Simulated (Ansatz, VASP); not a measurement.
**Be: VASP beside Ansatz**

Contents of INCAR:

```
SYSTEM = Be
ALGO = Normal
EDIFF = 1E-7
ENCUT = 520
GGA = PE
ISIF = 2
ISMEAR = 0
LASPH = .TRUE.
LCHARG = .TRUE.
LELF = .TRUE.
LREAL = .FALSE.
LVHAR = .TRUE.
LWAVE = .FALSE.
NBANDS = 9
NELM = 60
PREC = Accurate
SIGMA = 0.1
```

Contents of KPOINTS:

```
k-points
0
G
  13 13 8
  0 0 0
```

POSCAR

```
Be
1.0
    2.2853000000      0.0000000000      0.0000000000
   -1.1426500000      1.9791278553      0.0000000000
    0.0000000000      0.0000000000      3.5842000000
Be
2
Direct
    0.6666666667      0.3333333333      0.7500000000
    0.3333333333      0.6666666667      0.2500000000
```

input.yaml

```yaml
crystal:
  lattice:
    - [2.2853, 0.0, 0.0]
    - [-1.14265, 1.9791278553, 0.0]
    - [0.0, 0.0, 3.5842]
  atoms:
    - { symbol: Be, position: [0.6666666667, 0.3333333333, 0.75] }
    - { symbol: Be, position: [0.3333333333, 0.6666666667, 0.25] }
kpoints:
  mp_grid: { grid: [13, 13, 8] }
scf:
  occupations: { method: gaussian, width: 0.1 }
hamiltonian:
  xc: pbe
  pseudopotentials: { kind: all_electron, lapw: { basis_error: 0.001 } }
output:
  forces: true
  stress: true
  eigenvalues: true
```

Alike in both runs: task single point; functional PBE; k mesh 13 × 13 × 8; occupations gaussian, width 0.1 eV; no spin polarisation.

```csv
,VASP,Ansatz
version,VASP 6.6.1,Ansatz 0.2.0
potentials or method,"VASP PAW PBE potentials, release 64 (Be)","all-electron LAPW, scalar-relativistic"
plane-wave cutoff (eV),520,see its input
```

Ansatz gave:

| Quantity | Value |
| --- | --- |
| gap on the k mesh at the Fermi level (eV) | none |
| pressure (GPa) | -2.8 |
| largest component of the traceless stress (GPa) | 0.68 |

**Question.** Estimate VASP's values.

**Answer.** gap on the k mesh at the Fermi level (eV): none; pressure (GPa): -2.7; largest component of the traceless stress (GPa): 0.64.

A gap of «none» marks a metal or a gap that the smearing closes. Ansatz ran all-electron here, so the differences hold the error of VASP's frozen core and of both bases.
